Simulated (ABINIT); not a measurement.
Runs of ABINIT 10.8.3 (patched build) on Ru. It takes space group P6_3/mmc (No. 194, hexagonal). The conventional cell has a = 2.706 Å, b = 2.706 Å, c = 4.282 Å, α = 90.00°, β = 90.00°, γ = 120.00°. Around Ru (site symmetry -6m2) lie 12 Ru at 2.65 to 2.71 Å. 

```tsv
task	level	potentials or basis	cell	smearing	cell freedom (optcell)	cutoff smearing ecutsm (Ha)	optimiser (ionmov)	force stop (Ha/bohr)	gap on the mesh (eV)	pressure (GPa)
single point	PBE	JTH PAW PBE v2.0	as given	methfessel-paxton 0.1 eV	-	-	-	-	none	4.2
band structure	LDA	JTH PAW LDA v2.0	as given	fermi-dirac 0.05 eV	-	-	-	-	none	(a)
band structure	SOGGA	JTH PAW PBE v2.0	as given	fermi-dirac 0.05 eV	-	-	-	-	none	-9.2
band structure	LDA-Teter	JTH PAW LDA v2.0	as given	fermi-dirac 0.05 eV	-	-	-	-	none	-12.3
relaxation of cell and atoms	PBE+D2	JTH PAW PBE v2.0	relaxed	fermi-dirac 0.05 eV	2	0.5	22	5e-05	none	0.0
```

Alike in all rows: no spin polarisation; k mesh 11 × 11 × 6; cutoff (eV) 408.

Fill in the values left out.

(a) -12.5.

Caveats: the PAW data sets were made with another functional, which shifts forces and pressure a little (some runs); pairwise dispersion overbinds metals, which lowers pressure and volume (some runs).

A k mesh can miss the band edges, and the runs leave out spin-orbit coupling on Ru.

A gap of «none» marks a metal or a gap under the smearing width.

Not every run made on this cell is shown here.
